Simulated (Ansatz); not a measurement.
Molecular dynamics on a 2×2×2 supercell (16 atoms) of CdO (Fm-3m), relaxed with r2SCAN. Forces come from PBEsol in the PAW code Ansatz: constant energy and volume (NVE), velocities drawn at 1300 K, steps of 1 fs. Classical nuclei, no spin polarisation; a few dozen steps show the first response, not equilibrium.

```yaml
crystal:
  lattice:
    - [0.0, 4.7060080802, 4.7060080802]
    - [4.7060080802, 0.0, 4.7060080802]
    - [4.7060080802, 4.7060080802, 0.0]
  atoms:
    - { symbol: Cd, position: [0.0, 0.0, 0.0] }
    - { symbol: O, position: [0.25, 0.25, 0.25] }
    - { symbol: Cd, position: [0.0, 0.0, 0.5] }
    - { symbol: O, position: [0.25, 0.25, 0.75] }
    - { symbol: Cd, position: [0.0, 0.5, 0.0] }
    - { symbol: O, position: [0.25, 0.75, 0.25] }
    - { symbol: Cd, position: [0.0, 0.5, 0.5] }
    - { symbol: O, position: [0.25, 0.75, 0.75] }
    - { symbol: Cd, position: [0.5, 0.0, 0.0] }
    - { symbol: O, position: [0.75, 0.25, 0.25] }
    - { symbol: Cd, position: [0.5, 0.0, 0.5] }
    - { symbol: O, position: [0.75, 0.25, 0.75] }
    - { symbol: Cd, position: [0.5, 0.5, 0.0] }
    - { symbol: O, position: [0.75, 0.75, 0.25] }
    - { symbol: Cd, position: [0.5, 0.5, 0.5] }
    - { symbol: O, position: [0.75, 0.75, 0.75] }
kpoints:
  mp_grid: { grid: [2, 2, 2] }
hamiltonian:
  xc: pbesol
scf:
  occupations: { method: fermi_dirac, width: 0.112 }
md:
  ensemble: nve
  temperature: 1300
  timestep: 1.0
  n_steps: 40
  initial_velocities: maxwell_boltzmann
  seed: 5646
```

Command: `ansatz run input.yaml --threads 4 --pin off --max-ram 3686MiB --backend cpu --events-out ev --progress --plain --runs-dir out`.

Q: It ran on 4 threads of Arm Neoverse V2, with other jobs on the host. About how long did it take, and what peak of host memory did it reach?

A: About 73 s, with a peak of 0.92 GiB.

```
step  t (fs)  T (K)  free energy F from step 0 (meV/atom)  kinetic energy (meV/atom)  largest force (eV/Å)
   0       0   1300                                   0.0                      157.5                  0.00
   1       1   1298                                   0.3                      157.3                  0.11
   2       2   1291                                   1.1                      156.4                  0.22
   3       3   1280                                   2.5                      155.1                  0.34
   4       4   1264                                   4.4                      153.2                  0.46
   5       5   1244                                   6.8                      150.8                  0.58
   6       6   1221                                   9.6                      147.9                  0.70
   7       7   1193                                  13.0                      144.6                  0.82
   8       8   1162                                  16.7                      140.9                  0.94
   9       9   1129                                  20.8                      136.8                  1.06
  10      10   1092                                  25.2                      132.4                  1.18
  11      11   1054                                  29.8                      127.7                  1.30
  12      12   1014                                  34.7                      122.9                  1.42
  13      13    973                                  39.7                      117.9                  1.53
  14      14    931                                  44.7                      112.9                  1.64
  15      15    890                                  49.8                      107.8                  1.74
  16      16    849                                  54.7                      102.9                  1.83
  17      17    809                                  59.5                       98.1                  1.92
  18      18    771                                  64.1                       93.5                  2.00
  19      19    736                                  68.4                       89.2                  2.06
  20      20    703                                  72.4                       85.2                  2.11
  21      21    673                                  76.0                       81.5                  2.14
  22      22    647                                  79.2                       78.3                  2.16
  23      23    624                                  82.0                       75.6                  2.16
  24      24    605                                  84.3                       73.3                  2.15
  25      25    589                                  86.2                       71.4                  2.12
  26      26    578                                  87.6                       70.0                  2.08
  27      27    570                                  88.6                       69.0                  2.02
  28      28    565                                  89.2                       68.4                  1.95
  29      29    563                                  89.4                       68.2                  1.99
  30      30    563                                  89.3                       68.2                  2.08
  31      31    566                                  89.0                       68.6                  2.17
  32      32    570                                  88.5                       69.1                  2.26
  33      33    575                                  87.9                       69.7                  2.35
  34      34    581                                  87.1                       70.4                  2.43
  35      35    588                                  86.4                       71.2                  2.52
  36      36    594                                  85.6                       72.0                  2.60
  37      37    600                                  84.9                       72.7                  2.68
  38      38    605                                  84.2                       73.3                  2.75
  39      39    609                                  83.7                       73.8                  2.81
  40      40    613                                  83.3                       74.2                  2.87
```

The temperature starts at 1300 K, is lowest at step 29 (563 K, 29 fs) and ends at 613 K. The atoms start on their lattice sites with kinetic energy alone, so much of it first passes into potential energy. The conserved energy stays within 0.06 meV an atom. By the last step the atoms have moved 0.22 Å in the root mean square, the drift of the whole cell taken out, 0.41 Å at most.

Positions (Å) and forces (eV/Å) at step 40:
```
Cd  -0.057  -0.068   0.132    -0.637   0.628  -0.200
O    2.330   2.261   2.177     0.449   0.066   0.520
Cd   2.407   2.210  -0.042    -0.456   1.407   0.117
O    4.732   4.823   2.345    -0.246  -0.007   0.255
Cd   2.329  -0.006   2.368     0.124   0.192   0.335
O    4.711   2.172   4.540     0.491   0.226   0.490
Cd   4.707   2.195   2.322    -0.580   0.676  -0.648
O    6.925   4.982   4.973     0.193  -0.686  -0.429
Cd   0.056   2.419   2.307    -0.285  -0.486  -0.252
O    2.604   4.696   4.639    -0.644  -0.401   1.047
Cd   2.245   4.935   2.612     0.359  -0.524  -2.796
O    4.617   7.228   4.582     0.139  -0.614   0.262
Cd   2.413   2.454   4.559    -0.414  -0.681   0.327
O    4.719   4.612   7.025    -0.407   0.223   0.108
Cd   4.743   4.633   4.637     1.305   0.131   0.251
O    6.883   7.238   6.872     0.606  -0.152   0.613
```
